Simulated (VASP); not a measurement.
Ag, 1 atom in the cell. Symmetry: I4/mmm, No. 139, tetragonal system. Conventional cell: a = 3.394 Å, b = 3.394 Å, c = 3.311 Å, α = 90.00°, β = 90.00°, γ = 90.00°. Around Ag (site symmetry 4/mmm) lie 10 Ag at 2.92 to 3.31 Å. This isn't the form of Ag at room conditions, which is fcc. The cell isn't the ideal one: strain +0.0250 x Voigt [1, 1, 0, 0, 0, 0], atoms carried along.

* Program: VASP 6.6.1
* Task: single point
* Functional: PBEsol
* Potentials or basis: VASP PAW PBE potentials, release 64 (Ag)
* Cutoff: 520 eV
* k mesh: 20 × 20 × 20
* Occupations: gaussian, width 0.15 eV
* Spin: no spin polarisation
* Dipole correction: no
* Further INCAR settings: ALGO = Fast; EDIFF = 1e-06; NBANDS = 12

Potentials or basis: VASP PAW PBE potentials, release 64 (Ag).

The run is started by

```console
$ cat potpaw_PBE.64/Ag/POTCAR > POTCAR
$ mpirun -np 1 vasp_std > vasp.out
```

Hardware: 1 thread of Intel(R) Xeon(R) Platinum 8488C (Sapphire Rapids), with other jobs on the host.

Problem. Estimate the wall time of this run.

Solution. It took 48 s on 1 thread of Intel(R) Xeon(R) Platinum 8488C (Sapphire Rapids) (shared host), peak memory 0.25 GiB. Counts: scf iterations 11, k points 641.
